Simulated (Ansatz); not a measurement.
# HfB (rocksalt): exact exchange against the cheap answer (a further series)

An exercise on one series of results from a longer session: the logs are not shown, and one member is left open.

Computed with Ansatz 0.2.0 (DFT at several levels, plane waves, PAW, unless a step's input says otherwise).

## The structure to begin with

Symmetry: Fm-3m, No. 225, cubic system. Conventional cell: a = 4.620 Å, b = 4.620 Å, c = 4.620 Å, α = 90.00°, β = 90.00°, γ = 90.00°. Hf (site symmetry m-3m) has 6 B at 2.31 Å in its first shell of neighbours. Around B (site symmetry m-3m) lie 6 Hf at 2.31 Å.

As a file:

```
Hf B
1.0
     0.00000    2.31000    2.31000
     2.31000    0.00000    2.31000
     2.31000    2.31000    0.00000
Hf B
1 1
Direct
  0.50000 0.50000 0.50000
  0.00000 0.00000 0.00000
```

An earlier run on this cell at PBE gave 29.89 GPa at 12.326 Å³/atom (8×8×8 mesh), a metal on this mesh. The cell is compressed at this level.

All runs below keep this geometry.

Levels to run, all on a 6×6×6 mesh: LC-ωPBE; HSE06 form (screening 0.3 Å⁻¹); HSE06 form (screening 0.6 Å⁻¹). Hardware: 4 threads of Arm Neoverse V1, shared host.

An earlier series ran PBE on this mesh: volume 12.326 Å³/atom, pressure 29.76 GPa, a metal on this mesh.

The first run:

Input file input.yaml:

```yaml
crystal:
  lattice:
    - [0.0, 2.3100005622, 2.3100005622]
    - [2.3100005622, 0.0, 2.3100005622]
    - [2.3100005622, 2.3100005622, 0.0]
  atoms:
    - { symbol: Hf, position: [0.5, 0.5, 0.5] }
    - { symbol: B, position: [0.0, 0.0, 0.0] }
basis:
  ecutwfc: 420
  ecutrho_ratio: 4
kpoints:
  mp_grid: { grid: [6, 6, 6] }
hamiltonian:
  xc: lc_wpbe
scf:
  occupations: { method: gaussian, width: 0.05 }
  n_extra_bands: 9
output:
  forces: true
  stress: true
  eigenvalues: true
  populations: true
  dos: { projected: true, de: 0.02 }
```

On the command line:

```console
$ ansatz run input.yaml --threads 4 --pin off --max-ram 8192MiB --backend cpu --events-out ev --progress --plain --runs-dir out
```

Among the steps run: LC-ωPBE; HSE06 form (screening 0.3 Å⁻¹); HSE06 form (screening 0.6 Å⁻¹).

One table of the session follows, with a row left open; its other results are not shown here.

It belongs to the step «The sweep». 

| level | pressure (GPa) |
| --- | --- |
| PBE (earlier series) | 29.8 |
| LC-ωPBE | ? |
| HSE06 form (screening 0.3 Å⁻¹) | 30.0 |
| HSE06 form (screening 0.6 Å⁻¹) | 30.6 |

Q: Estimate the row for LC-ωPBE from the others.

The run gave: pressure (GPa): 25.0. In the column «pressure (GPa)» it is the lowest.

Caveats from the session: «metal» means no gap on the mesh; bands that overlap can still move apart without opening one. Gaps are over this coarse mesh alone, and total energies of different levels can't be compared. The program warned that the SCF threshold is loose for the stress of this hybrid run. For a metal under a hybrid functional this mesh is coarse. Warnings in the runs' records: stress exchange threshold loose, filled band counts differ across k points, stress scf threshold loose.
